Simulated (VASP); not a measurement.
# KTaO3 (Pm-3m) in VASP: a series of runs

The runs below take KTaO3 through single point, relaxation of cell and atoms, with PBEsol.

Everything below comes from runs of VASP 6.6.1. Logs are shortened: lines on timing, memory, paths and dates and some standing lists are left out, and cuts for length are marked.

## 1. The crystal as given

The structure is cubic, space group Pm-3m (No. 221). Conventional cell: a = 3.986 Å, b = 3.986 Å, c = 3.986 Å, α = 90.00°, β = 90.00°, γ = 90.00°. K (site symmetry m-3m) has 12 O at 2.82 Å as nearest neighbours. Around Ta (site symmetry m-3m) lie 6 O at 1.99 Å. O (site symmetry 4/mmm) is surrounded by 2 Ta at 1.99 Å.

The cell is a database's computed one.

## 2. Single point, PBEsol

Contents of INCAR:

```
SYSTEM = KTaO3
PREC = Accurate
ENCUT = 520
EDIFF = 1E-6
ISMEAR = 0
SIGMA = 0.02
LREAL = .FALSE.
LASPH = .TRUE.
NELM = 100
ALGO = Normal
ISIF = 2
LWAVE = .FALSE.
LCHARG = .FALSE.
GGA = PS
NBANDS = 27
```

Contents of KPOINTS:

```
regular mesh
0
G
  8 8 8
  0 0 0
```

Contents of POSCAR:

```
KTaO3
1.0
    3.9856119727      0.0000000000      0.0000000000
    0.0000000000      3.9856119727      0.0000000000
    0.0000000000      0.0000000000      3.9856119727
K Ta O
1 1 3
Direct
    0.5000000000      0.5000000000      0.5000000000
    0.0000000000      0.0000000000      0.0000000000
    0.0000000000      0.5000000000      0.0000000000
    0.0000000000      0.0000000000      0.5000000000
    0.5000000000      0.0000000000      0.0000000000
```

Potentials or basis: VASP PAW PBE potentials, release 64 (K_sv, Ta_pv, O).

Launch:

```console
$ cat potpaw_PBE.64/K_sv/POTCAR potpaw_PBE.64/Ta_pv/POTCAR potpaw_PBE.64/O/POTCAR > POTCAR
$ mpirun -np 1 vasp_std > vasp.out
```

OUTCAR:

```text
SYSTEM = KTaO3
   PREC = Accurate
   ENCUT = 520
   EDIFF = 1E-6
   ISMEAR = 0
   LREAL = .FALSE.
   LASPH = .TRUE.
   NELM = 100
   ISIF = 2
   GGA = PS

 ion  position               nearest neighbor table
   1  0.500  0.500  0.500-   3 2.82   4 2.82   5 2.82   3 2.82   5 2.82   4 2.82   5 2.82   5 2.82
                             3 2.82   4 2.82   3 2.82   4 2.82   2 3.45   2 3.45   2 3.45   2 3.45
   2  0.000  0.000  0.000-   3 1.99   4 1.99   5 1.99   4 1.99   3 1.99   5 1.99   1 3.45   1 3.45
                             1 3.45   1 3.45   1 3.45   1 3.45   1 3.45   1 3.45
   3  0.000  0.500  0.000-   2 1.99   2 1.99   1 2.82   1 2.82   1 2.82   1 2.82
   4  0.000  0.000  0.500-   2 1.99   2 1.99   1 2.82   1 2.82   1 2.82   1 2.82
   5  0.500  0.000  0.000-   2 1.99   2 1.99   1 2.82   1 2.82   1 2.82   1 2.82

  LATTYP: Found a simple cubic cell.
 ALAT       =     3.9856119727

  Lattice vectors:

 A1 = (   3.9856119727,   0.0000000000,   0.0000000000)
 A2 = (   0.0000000000,   3.9856119727,   0.0000000000)
 A3 = (   0.0000000000,   0.0000000000,   3.9856119727)

Analysis of symmetry for initial positions (statically):
=====================================================================
 Subroutine PRICEL returns:
 Original cell was already a primitive cell.

 Routine SETGRP: Setting up the symmetry group for a
 simple cubic supercell.

 Subroutine GETGRP returns: Found 48 space group operations
 (whereof 48 operations were pure point group operations)
 out of a pool of 48 trial point group operations.

The static configuration has the point symmetry O_h .

Analysis of symmetry for dynamics (positions and initial velocities):
=====================================================================
 Subroutine PRICEL returns:
 Original cell was already a primitive cell.

 Routine SETGRP: Setting up the symmetry group for a
 simple cubic supercell.

 Subroutine GETGRP returns: Found 48 space group operations
 (whereof 48 operations were pure point group operations)
 out of a pool of 48 trial point group operations.

The dynamic configuration has the point symmetry O_h .

 Subroutine INISYM returns: Found 48 space group operations
 (whereof 48 operations are pure point group operations),
 and found     1 'primitive' translations

----------------------------------------------------------------------------------------

                                     Primitive cell

  volume of cell :      63.3119

  direct lattice vectors                    reciprocal lattice vectors
     3.985611973  0.000000000  0.000000000     0.250902498  0.000000000  0.000000000
     0.000000000  3.985611973  0.000000000     0.000000000  0.250902498  0.000000000
     0.000000000  0.000000000  3.985611973     0.000000000  0.000000000  0.250902498

  length of vectors
     3.985611973  3.985611973  3.985611973     0.250902498  0.250902498  0.250902498

  position of ions in fractional coordinates (direct lattice)
     0.500000000  0.500000000  0.500000000
     0.000000000  0.000000000  0.000000000
     0.000000000  0.500000000  0.000000000
     0.000000000  0.000000000  0.500000000
     0.500000000  0.000000000  0.000000000

  ion indices of the primitive-cell ions
   primitive index   ion index
                 1           1
                 2           2
                 3           3
                 4           4
                 5           5

----------------------------------------------------------------------------------------

 KPOINTS: regular mesh

Automatic generation of k-mesh.
 Grid dimensions read from file:
 generate k-points for:    8    8    8

 Generating k-lattice:

  Cartesian coordinates                     Fractional coordinates (reciprocal lattice)
     0.031362812  0.000000000  0.000000000     0.125000000  0.000000000  0.000000000
     0.000000000  0.031362812  0.000000000     0.000000000  0.125000000  0.000000000
     0.000000000  0.000000000  0.031362812     0.000000000  0.000000000  0.125000000

  Length of vectors
     0.031362812  0.031362812  0.031362812

  Shift w.r.t. Gamma in fractional coordinates (k-lattice)
     0.000000000  0.000000000  0.000000000

 Subroutine IBZKPT returns following result:
 ===========================================

 Found     35 irreducible k-points:

 Following reciprocal coordinates:
            Coordinates               Weight
  0.000000  0.000000  0.000000      1.000000
  0.125000  0.000000  0.000000      6.000000
  0.250000  0.000000  0.000000      6.000000
  0.375000  0.000000  0.000000      6.000000
  0.500000  0.000000  0.000000      3.000000
  0.125000  0.125000  0.000000     12.000000
[... 16 lines left out ...]
  0.375000  0.375000  0.125000     24.000000
  0.500000  0.375000  0.125000     24.000000
 [... further k-points ...]
   k-points           NKPTS =     35   k-points in BZ     NKDIM =     35   number of bands    NBANDS=     27
   number of dos      NEDOS =    301   number of ions     NIONS =      5
   total plane-waves  NPLWV =  27000
   dimension x,y,z NGX =    30 NGY =   30 NGZ =   30
   dimension x,y,z NGXF=    60 NGYF=   60 NGZF=   60
   ions per type =               1   1   3
   NGX,Y,Z   is equivalent  to a cutoff of  12.51, 12.51, 12.51 a.u.
   NGXF,Y,Z  is equivalent  to a cutoff of  25.03, 25.03, 25.03 a.u.
 SYSTEM =  KTaO3
   PREC   = accura    normal or accurate (medium, high low for compatibility)
   ISTART =      0    job   : 0-new  1-cont  2-samecut
   ICHARG =      2    charge: 1-file 2-atom 10-const
   ISPIN  =      1    spin polarized calculation?
   LNONCOLLINEAR =      F non collinear calculations
   LSORBIT =      F    spin-orbit coupling
   LASPH  =      T    aspherical Exc in radial PAW
   ENCUT  =  520.0 eV  38.22 Ry    6.18 a.u.   7.41  7.41  7.41*2*pi/ulx,y,z
   NELM   =    100;   NELMIN=  2; NELMDL= -5     # of ELM steps
   EDIFF  = 0.1E-05   stopping-criterion for ELM
   LREAL  =      F    real-space projection
   EDIFFG = 0.1E-04   stopping-criterion for IOM
   NSW    =      0    number of steps for IOM
   IBRION =     -1    ionic relax: 0-MD 1-quasi-New 2-CG
   NFREE  =      0    steps in history (QN), initial steepest desc. (CG)
   ISIF   =      2    stress and relaxation
   ISYM   =      2    0-nonsym 1-usesym 2-fastsym
   POTIM  = 0.5000    time-step for ionic-motion
   TEBEG  =    0.0;   TEEND  =   0.0 temperature during run
   PSTRESS=    0.0 pullay stress
   NELECT =      38.0000    total number of electrons
   NUPDOWN=      -1.0000    fix difference up-down
   EMIN   =  10.00;   EMAX   =-10.00  energy-range for DOS
   EFERMI =   0.00;   METHOD = LEGACY
   ISMEAR =     0;   SIGMA  =   0.02  broadening in eV -4-tet -1-fermi 0-gaus
   EFERMI_NEDOS =   21; number of points for ismear=-14 and -15
   IALGO  =     38    algorithm
   IMIX   =      4    mixing-type and parameters
     AMIX     =   0.40;   BMIX     =  1.00
     AMIX_MAG =   1.60;   BMIX_MAG =  1.00
  volume/ion in A,a.u.               =      12.66        85.45
  Fermi-wavevector in a.u.,A,eV,Ry     =   1.380939  2.609595 25.946191  1.906991
  Thomas-Fermi vector in A             =   2.505769
   LORBIT       =      0    0 simple, 1 ext, 2 COOP (PROOUT), +10 PAW based schemes
   GGA     = PS    functional components
   LHFCALC =     F    Hartree Fock is set to
   AEXX    =    0.0000 exact exchange contribution
   IVDW    =     0    specifies the selected vdW correction
   LEPSILON=     F    determine dielectric tensor
   LRPA    =     F    only Hartree local field effects (RPA)
 non-spin polarized calculation
 Gauss-broadening in eV      SIGMA  =   0.02
  energy-cutoff  :      520.00
  volume of cell :       63.31
 maximum number of plane-waves:      1743
 NGX is ok and might be reduce to    30
   NGX = 15   NGY = 15   NGZ = 15

 number of electron      37.9999976 magnetization

 Free energy of the ion-electron system (eV)
  ---------------------------------------------------
  ext. energy  EPLUGINS =         0.00000000
  ---------------------------------------------------
  free energy    TOTEN  =       -42.92063129 eV

  energy without entropy =      -42.92063129  energy(sigma->0) =      -42.92063129

 E-fermi :   1.7913     XC(G=0): -11.1501

 val. band max:        1.6768847724   @ k =   0.5000   0.5000   0.5000
 cond. band min:       3.7658083046   @ k =   0.0000   0.0000   0.0000
 fundamental gap:      2.0889235322
 Fermi energy:         1.7913483394

 k-point     1 :       0.0000    0.0000    0.0000
  band No.  band energies     occupation
      1     -32.3780      2.00000
      2     -32.3780      2.00000
      3     -32.3780      2.00000
      4     -25.4401      2.00000
      5     -15.8157      2.00000
      6     -15.0881      2.00000
[... 19 lines left out ...]
     26       9.5870      0.00000
     27       9.5870      0.00000

 k-point     2 :       0.1250    0.0000    0.0000
  band No.  band energies     occupation
      1     -32.3917      2.00000
      2     -32.3775      2.00000
      3     -32.3775      2.00000
      4     -25.4357      2.00000
      5     -15.7695      2.00000
      6     -15.0843      2.00000
[... 19 lines left out ...]
     26       9.7898      0.00000
     27       9.8283      0.00000

 k-point     3 :       0.2500    0.0000    0.0000
  band No.  band energies     occupation
      1     -32.4244      2.00000
      2     -32.3762      2.00000
      3     -32.3762      2.00000
      4     -25.4251      2.00000
      5     -15.7137      2.00000
      6     -15.0757      2.00000
[... 594 lines left out ...]
      1     -32.4525      2.00000
      2     -32.4521      2.00000
      3     -32.3854      2.00000
      4     -25.3974      2.00000
      5     -15.2314      2.00000
      6     -14.4090      2.00000
[... 19 lines left out ...]
     26      12.2126      0.00000
     27      12.3771      0.00000

 k-point    24 :       0.5000    0.3750    0.1250
  band No.  band energies     occupation
      1     -32.4655      2.00000
      2     -32.4516      2.00000
      3     -32.3848      2.00000
      4     -25.3949      2.00000
      5     -15.2064      2.00000
      6     -14.3879      2.00000
[... 19 lines left out ...]
     26      12.3395      0.00000
     27      12.4079      0.00000

 [... further k-points ...]

------------------------ aborting loop because EDIFF is reached ----------------------------------------

  FORCE on cell =-STRESS in cart. coord.  units (eV):
  Direction    XX          YY          ZZ          XY          YZ          ZX
  --------------------------------------------------------------------------------------
  -------------------------------------------------------------------------------------
  Total        0.2736607      0.2736607      0.2736607     -0.0000000      0.0000000     -0.0000000
  in kB        6.9252897      6.9252897      6.9252897     -0.0000000      0.0000000     -0.0000000
  external PRESSURE =       6.9252897 kB  Pullay stress =       0.0000000 kB

 VOLUME and BASIS-vectors are now :
 -----------------------------------------------------------------------------
  energy-cutoff  :      520.00
  volume of cell :       63.31
      direct lattice vectors                 reciprocal lattice vectors
     3.985611973  0.000000000  0.000000000     0.250902498  0.000000000  0.000000000
     0.000000000  3.985611973  0.000000000     0.000000000  0.250902498  0.000000000
     0.000000000  0.000000000  3.985611973     0.000000000  0.000000000  0.250902498

 POSITION                                       TOTAL-FORCE (eV/Angst)
 -----------------------------------------------------------------------------------
      1.99281      1.99281      1.99281         0.000000      0.000000      0.000000
      0.00000      0.00000      0.00000         0.000000      0.000000      0.000000
      0.00000      1.99281      0.00000         0.000000      0.000000      0.000000
      0.00000      0.00000      1.99281         0.000000      0.000000      0.000000
      1.99281      0.00000      0.00000         0.000000      0.000000      0.000000
 -----------------------------------------------------------------------------------
    total drift:                                0.000000     -0.000000      0.000000

  FREE ENERGIE OF THE ION-ELECTRON SYSTEM (eV)
  ---------------------------------------------------
  free  energy   TOTEN  =       -42.9206312895 eV

  energy  without entropy=      -42.9206312895  energy(sigma->0) =      -42.92063129
```

Run time: 26 s. Hardware: 1 thread of Intel Xeon Platinum 8559C (Emerald Rapids), shared host; peak memory 0.2 GiB.

What came out:

```
Free energy            : -42.9206 eV
Pressure               : 0.7 GPa
Band gap on the k mesh : 2.09 eV, indirect (least direct gap 2.71 eV)
```

Caveat: the PAW data sets were made with another functional, which shifts forces and pressure a little; spin-orbit coupling is left out, which moves the levels of the heavy elements. A k mesh can miss the band edges.

## 3. Relaxation of cell and atoms, PBEsol

This run uses another cell than the first one, of 12.75 Å³/atom, 1.007 times its volume.

Contents of INCAR:

```
PREC = Accurate ; ENCUT = 600
EDIFF = 1E-7 ; ISMEAR = 0
SIGMA = 0.02 ; LREAL = False
LASPH = True ; NELM = 100
ALGO = Normal ; ISIF = 3
LWAVE = False ; LCHARG = False
GGA = PS ; IBRION = 2
NSW = 100 ; EDIFFG = -0.005
```

Contents of KPOINTS:

```
Automatic mesh
0
Gamma
  8 8 8
```

POSCAR, as its differences from that of step 2:

```diff
@@ -2,5 +2,5 @@
 1.0
-    3.9856119727      0.0000000000      0.0000000000
-    0.0000000000      3.9856119727      0.0000000000
-    0.0000000000      0.0000000000      3.9856119727
+    3.9948813700      0.0000000000      0.0000000000
+    0.0000000000      3.9948813700      0.0000000000
+    0.0000000000      0.0000000000      3.9948813700
 K Ta O
```

Potentials or basis: VASP PAW PBE potentials, release 64 (K_sv, Ta_pv, O).

Launch:

```console
$ cat potpaw_PBE.64/K_sv/POTCAR potpaw_PBE.64/Ta_pv/POTCAR potpaw_PBE.64/O/POTCAR > POTCAR
$ mpirun -np 1 vasp_std > vasp.out
```

It took 48 s on 1 thread of Intel Xeon Platinum 8559C (Emerald Rapids), shared host; peak memory 0.22 GiB.

It converged, with:

| Quantity | Value |
| --- | --- |
| Free energy | -42.9291 eV |
| Relaxed volume | 12.70 Å³/atom |
| Relaxed cell | a = 3.989 Å, b = 3.989 Å, c = 3.989 Å, α = 90.00°, β = 90.00°, γ = 90.00° |
| Space group after relaxing (to 0.05 Å) | Pm-3m (No. 221) |
| Energy gained by relaxing | 0.2 meV/atom |
| Ionic steps | 3 |
| Pressure after relaxing | 0.0 GPa |
| Band gap on the k mesh | 2.09 eV, indirect (least direct gap 2.71 eV) |

Step by step:
| step | energy change (eV) | largest force (eV/Å) | pressure (GPa) | volume (Å³) |
| --- | --- | --- | --- | --- |
| 1 | 0.0000 | 0.0000 | -0.87 | 63.75 |
| 2 | 0.0006 | 0.0000 | 1.18 | 63.12 |
| 3 | -0.0008 | 0.0000 | 0.00 | 63.48 |

Final structure:
```
K Ta O
1.0
     3.98910    0.00000    0.00000
     0.00000    3.98910    0.00000
     0.00000    0.00000    3.98910
K Ta O
1 1 3
Cartesian
  1.9946 1.9946 1.9946
  0.0000 0.0000 0.0000
  0.0000 1.9946 0.0000
  0.0000 0.0000 1.9946
  1.9946 0.0000 0.0000
```

Levels at points of the mesh, in eV from the valence-band top:
```csv
k point,band 16,band 17,band 18,band 19,band 20,band 21,band 22,band 23
"(0.00, 0.00, 0.00)",-1.07,-0.62,-0.62,-0.62,2.09,2.09,2.09,6.44
"(0.50, 0.00, 0.00)",-2.18,-1.55,-0.85,-0.85,2.25,4.98,4.98,6.79
"(0.50, 0.50, 0.00)",-1.66,-1.45,-1.45,-0.04,5.02,5.02,6.31,7.63
"(0.50, 0.50, 0.50)",-3.94,0.00,0.00,0.00,6.45,6.45,6.45,8.80
```

Caveat: the PAW data sets were made with another functional, which shifts forces and pressure a little; spin-orbit coupling is left out, which moves the levels of the heavy elements.

(Part 1 of 2 ends here.)
